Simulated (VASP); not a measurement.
Crystal: HfC.

```
CELL_PARAMETERS angstrom
0.00000 2.32500 2.32500
2.32500 0.00000 2.32500
2.32500 2.32500 0.00000
ATOMIC_POSITIONS crystal
Hf 0.50000 0.50000 0.50000
C 0.00000 0.00000 0.00000
```

```yaml
Program: VASP 6.6.1
Task: single point
Functional: PBEsol
Potentials_or_basis: VASP PAW PBE potentials, release 64 (Hf_pv, C)
Cutoff: 520 eV
k_mesh: 10 × 10 × 10
Occupations: fermi-dirac, width 0.05 eV
Spin: no spin polarisation
```

On this cell: pressure -7.0 GPa; largest force zero by symmetry; band gap on the k mesh none (metal or under the smearing width).

The same run follows on a disturbed copy (atoms moved at random, drawn with an rms of 0.05 Å):

```xyz
2
Lattice="0.0000 2.3250 2.3250 2.3250 0.0000 2.3250 2.3250 2.3250 0.0000" Properties=species:S:1:pos:R:3 pbc="T T T"
Hf    2.3174    2.2719    2.3181
C     0.0297   -0.0376    0.0215
```

Problem. What changes?

Solution. The energy (extrapolated to zero smearing) moves by +4.7 meV/atom; pressure -6.7 GPa; largest force 0.364 eV/Å; band gap on the k mesh none (metal or under the smearing width).

Forces on the atoms (eV/Å):
```
Hf   0.274  0.115  0.210
C   -0.274 -0.115 -0.210
```

Stress tensor (GPa, compression positive):
```
-6.56 -0.09 -0.16
-0.09 -6.87 -0.07
-0.16 -0.07 -6.72
```

Caveats: the PAW data sets were made with another functional, which shifts forces and pressure a little.
